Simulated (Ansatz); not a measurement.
Computed with Ansatz, DFT PBE, scalar-relativistic, plane waves, PAW. Settings: cutoff 420 eV, Γ-centred meshes spaced at most about 0.3 Å⁻¹, and about 0.25 Å⁻¹ or finer for metals (2π included), Gaussian smearing. Spin is collinear in cells that carry moments; the others ran without spin or lost their moments.

All energies are static (0 K, no zero-point motion).

Two forms of CoSbH4 were relaxed alike.

1. (no moments)

Space group Cmmm (No. 65). a = 5.247 Å, b = 5.368 Å, c = 5.174 Å, α = 90.00°, β = 90.00°, γ = 90.00°
```tsv
atom	site	symmetry	x	y	z
Co	2c	mmm	0.5000	0.0000	0.5000
Sb	2d	mmm	0.0000	0.0000	0.5000
H	8o	.m.	0.5841	0.0000	0.7953
```

2. (parallel moments up to 0.4 μB)

Space group Cmmm (No. 65). a = 5.261 Å, b = 5.366 Å, c = 6.034 Å, α = 90.00°, β = 90.00°, γ = 90.00°
| atom | site | symmetry | x | y | z |
| --- | --- | --- | --- | --- | --- |
| Co | 2c | mmm | 0.5000 | 0.0000 | 0.5000 |
| H | 8o | .m. | 0.5831 | 0.0000 | 0.7559 |
| Sb | 2d | mmm | 0.0000 | 0.0000 | 0.5000 |

Problem. Which magnetic state is lower, and by how much?

Solution. Cell 2 is lower, by 12 meV/atom. The two are one arrangement of atoms in two magnetic states, so this is the energy between those states, with the strain that each brings. Cell 1 has space group Cmmm (No. 65), 12.1 Å³/atom and no gap on its mesh; cell 2 has space group Cmmm (No. 65), 14.2 Å³/atom and no gap. Even the lower one lies +0.29 eV/atom against the reference forms of the elements (uncorrected), so neither is stable at this level. Both come from invented guesses.

For metals, differences of a few meV/atom aren't resolved. No dispersion correction is applied, so the spacing and binding between layers, chains or molecules are poorly described (Cmmm at 12.1 Å³/atom, Cmmm at 14.2 Å³/atom), and this can change margins and order among such cells. Spin–orbit coupling, which can matter for Sb, is left out. With hydrogen, zero-point motion can shift such differences by 10 meV/atom or more. The magnetic state reached may not be the lowest. Cells relaxed within their symmetry can be saddle points.
